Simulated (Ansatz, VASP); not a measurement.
**CdSe in VASP and in Ansatz**

File INCAR:

```
PREC = Accurate
ENCUT = 520
EDIFF = 1E-6
ISMEAR = -1
SIGMA = 0.02
LREAL = F
LASPH = T
NELM = 100
ALGO = Normal
ISIF = 2
LWAVE = F
LCHARG = T
GGA = PE
LELF = T
LVHAR = T
NBANDS = 16
```

The input KPOINTS:

```
Automatic mesh
0
Gamma
  4 4 4
```

The input POSCAR:

```
CdSe
1.0
    0.0000000000      3.0702711986      3.0702711986
    3.0702711986      0.0000000000      3.0702711986
    3.0702711986      3.0702711986      0.0000000000
Cd Se
1 1
Direct
    0.0000000000      0.0000000000      0.0000000000
    0.2500000000      0.2500000000      0.2500000000
```

Contents of input.yaml:

```yaml
crystal:
  lattice:
    - [0.0, 3.0702711986, 3.0702711986]
    - [3.0702711986, 0.0, 3.0702711986]
    - [3.0702711986, 3.0702711986, 0.0]
  atoms:
    - { symbol: Cd, position: [0.0, 0.0, 0.0] }
    - { symbol: Se, position: [0.25, 0.25, 0.25] }
kpoints:
  mp_grid: { grid: [4, 4, 4] }
scf:
  occupations: { method: fermi_dirac, width: 0.02 }
hamiltonian:
  xc: pbe
  pseudopotentials: { kind: all_electron, lapw: { basis_error: 0.002 } }
output:
  forces: true
  stress: true
  eigenvalues: true
```

Measurements of this composition are mostly on another form, of space group No. 186.

Alike in both runs: task single point; functional PBE; k mesh 4 × 4 × 4; occupations fermi-dirac, width 0.02 eV; no spin polarisation.

|  | VASP | Ansatz |
| --- | --- | --- |
| version | VASP 6.6.1 | Ansatz 0.2.0 |
| potentials or method | VASP PAW PBE potentials, release 64 (Cd, Se) | all-electron LAPW, scalar-relativistic |
| plane-wave cutoff (eV) | 520 | see its input |

Ansatz gave:

```
gap on the k mesh at the Fermi level (eV) : 0.54
least direct gap on the mesh (eV)         : 0.54
pressure (GPa)                            : 1.5
```

Question: Which values does VASP return?

Answer: gap on the k mesh at the Fermi level (eV): 0.53; least direct gap on the mesh (eV): 0.53; pressure (GPa): 1.8.

Ansatz ran all-electron here, so the differences hold the error of VASP's frozen core and of both bases.

Caveats: the k mesh is coarse (spacing up to 0.44 Å⁻¹), so the values aren't converged. Expect the measured gap to be larger: semilocal functionals such as PBE lack the derivative discontinuity.
